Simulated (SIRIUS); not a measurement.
Bi2Te2Se under changes of volume

One of the cells (34.248 Å³/atom); the others are scaled copies at fixed shape and fractional positions:

```xyz
5
Lattice="2.1610 1.2476 10.5856 -2.1610 1.2476 10.5856 0.0000 -2.4953 10.5856" Properties=species:S:1:pos:R:3 pbc="T T T"
Bi    0.0000    0.0000   12.4398
Bi    0.0000    0.0000   19.3169
Te    0.0000    0.0000   24.7831
Te    0.0000    0.0000    6.9736
Se    0.0000    0.0000    0.0000
```

The cell is a database's computed one.

* Program: SIRIUS 7.12.0
* Functional: LDA
* Potentials or basis: all-electron FP-LAPW
* Cutoff: 167 eV
* Basis: apw+lo standard
* k mesh: 5 × 5 × 5
* Occupations: fermi-dirac, width 0.05 eV
* Spin: no spin polarisation

| volume (Å³/atom) | energy over the lowest point (meV/atom) | gap on the mesh (eV) |
| --- | --- | --- |
| 32.193 | 0.00 | 0.34 |
| 32.878 | 0.70 | 0.35 |
| 33.563 | 5.93 | 0.36 |
| 34.248 | ? | ? |
| 34.933 | 28.75 | 0.38 |
| 35.618 | 45.58 | 0.39 |

**Question.** What does the run at 34.248 Å³/atom give?

**Answer.** Energy over the lowest point 15.43 meV/atom; gap on the mesh 0.37 eV.

Worked out: A Birch-Murnaghan fit of order 3 (a polynomial in V^(-2/3)) to the other rows has its minimum at 32.44 Å³/atom with B0 = V·E''(V) = 54 GPa and B' = 3.2 at fixed shape and positions, which overstates the stiffness. It gives 15.42 meV/atom at 34.248 Å³/atom, against the run's 15.43. A straight line through the other rows of the gap, of slope 0.495 eV per unit of ln V (its deformation potential), gives 0.37 eV, against the run's 0.37.

Energies are extrapolated to zero smearing.

Caveats: spin-orbit coupling is left out, which as a rule narrows the gap of such compounds by several tenths of an eV; an odd mesh through Γ misses points on the zone boundary, where band edges often lie.
